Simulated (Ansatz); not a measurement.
From the elastic tensor of ScAl at 15 GPa (stress–strain coefficients) to moduli and sound speeds

Theory: DFT LDA, scalar-relativistic, plane waves, PAW in Ansatz. Cutoff 420 eV, 14×14×14 k-points (Γ-centred), Fermi-Dirac smearing of 0.15 eV. No spin polarisation.

Symmetry: Pm-3m, No. 221, cubic system. Conventional cell: a = 3.166 Å, b = 3.166 Å, c = 3.166 Å, α = 90.00°, β = 90.00°, γ = 90.00°. Sc (site symmetry m-3m) has 8 Al at 2.74 Å as nearest neighbours. Al (site symmetry m-3m) has 8 Sc at 2.74 Å as nearest neighbours.

In a metal, frequencies and elastic constants depend on the k mesh and the smearing, soft modes and shear constants most. Other phases may be more stable at this pressure.

Relaxed-ion constants (GPa, on the Cartesian axes of the calculation):
```
168.6 127.1 127.1   0.0   0.0   0.0
127.1 168.6 127.1   0.0   0.0   0.0
127.1 127.1 168.6   0.0   0.0   0.0
  0.0   0.0   0.0 138.4   0.0   0.0
  0.0   0.0   0.0   0.0 138.4   0.0
  0.0   0.0   0.0   0.0   0.0 138.4
```

Density 3.766 g/cm³; 2 atoms in 31.72 Å³.

The values that follow are for a polycrystal of randomly turned grains, by Hill's mean where one number stands. In a crystal this anisotropic the Voigt and Reuss bounds lie far apart, so Hill's mean and the sound speeds and Debye temperature from it are rough.

With S = C⁻¹: B_V = (C11+C22+C33+2(C12+C13+C23))/9, G_V = (C11+C22+C33−C12−C13−C23+3(C44+C55+C66))/15, 1/B_R = S11+S22+S33+2(S12+S13+S23), 15/G_R = 4(S11+S22+S33−S12−S13−S23)+3(S44+S55+S66); Hill is their mean. Then v_l = √((B+4G/3)/ρ), v_t = √(G/ρ), v_m = [(2/v_t³+1/v_l³)/3]^(−1/3) and Θ = (ħ/k_B)·v_m·(6π²n/V)^(1/3) for n atoms in the volume V; E = 9BG/(3B+G), ν = (3B−2G)/(2(3B+G)) and A^U = 5G_V/G_R + B_V/B_R − 6.

| Item | Value |
| --- | --- |
| Bulk modulus, Voigt / Reuss / Hill | 140.9 / 140.9 / 140.9 GPa |
| Shear modulus, Voigt / Reuss / Hill | 91.4 / 42.4 / 66.9 GPa |
| Young's modulus | 173 GPa |
| Poisson ratio | 0.295 |
| Pugh ratio B/G | 2.11 |
| Universal anisotropy index | 5.77 |
| Longitudinal and transverse sound speeds | 7816 and 4214 m/s |
| Debye temperature from the mean sound speed | 557 K |

Whether ScAl exists in this form wasn't checked.

Cost: 1 run of about 1.4 core-minutes, on AMD EPYC (Zen 3) (shared hosts).

The crystal resists shear on the cube faces strongly (C44 = 138.4 GPa) but tetragonal distortion only weakly, since C11 is not far above C12. This follows largely from the CsCl-type geometry: the Sc–Al contacts lie along the cube diagonals, so a volume-conserving tetragonal strain leaves their lengths unchanged to first order, while a C44 shear stretches some and compresses others. The cube axes are therefore the compliant directions for uniaxial load and the body diagonals the stiff ones.

For central forces under pressure, C12 would exceed C44 by twice the pressure. Here it lies below C44, which points to a sizeable non-central contribution, probably from directional Sc d–Al p bonding. The Pugh ratio of 2.11 would usually be read as ductile, but the Voigt and Reuss shear moduli put the ratio on opposite sides of the customary dividing line, so it settles little. The constants meet the cubic stability conditions for homogeneous strain at this pressure; phonon instabilities at finite wavevector remain possible.
